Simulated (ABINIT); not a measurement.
Crystal: Pb.

```
CELL_PARAMETERS angstrom
3.03861 -1.75032 0.00000
3.03861 1.75032 0.00000
-2.11546 0.00000 6.09522
ATOMIC_POSITIONS crystal
Pb 0.90851 0.90851 0.72629
Pb 0.09149 0.09149 0.27371
```

This isn't the form of Pb at room conditions, which is fcc.

* Program: ABINIT 10.8.3 (patched build)
* Task: single point
* Functional: PBE
* Potentials or basis: JTH PAW PBE v2.0
* Cutoff: 599 eV
* k mesh: 9 × 9 × 5
* Occupations: fermi-dirac, width 0.05 eV
* Spin: no spin polarisation

On this cell: pressure 0.9 GPa; largest force 0.076 eV/Å; band gap on the k mesh none (metal or under the smearing width).

The same run follows on a disturbed copy (atoms moved at random, drawn with an rms of 0.05 Å):

```
Pb
1.0
     3.03861   -1.75032    0.00000
     3.03861    1.75032    0.00000
    -2.11546    0.00000    6.09522
Pb
2
Direct
  0.89920 0.91261 0.72889
  0.09341 0.08248 0.27147
```

Q: What changes?

A: The energy (extrapolated to zero smearing) moves by +1.8 meV/atom; pressure 0.8 GPa; largest force 0.143 eV/Å; band gap on the k mesh none (metal or under the smearing width).

Forces on the atoms (eV/Å):
```
Pb   0.029 -0.010 -0.140
Pb  -0.029  0.010  0.140
```

Stress tensor (GPa, compression positive):
```
 0.73 -0.06 -0.02
-0.06  0.72 -0.12
-0.02 -0.12  0.82
```
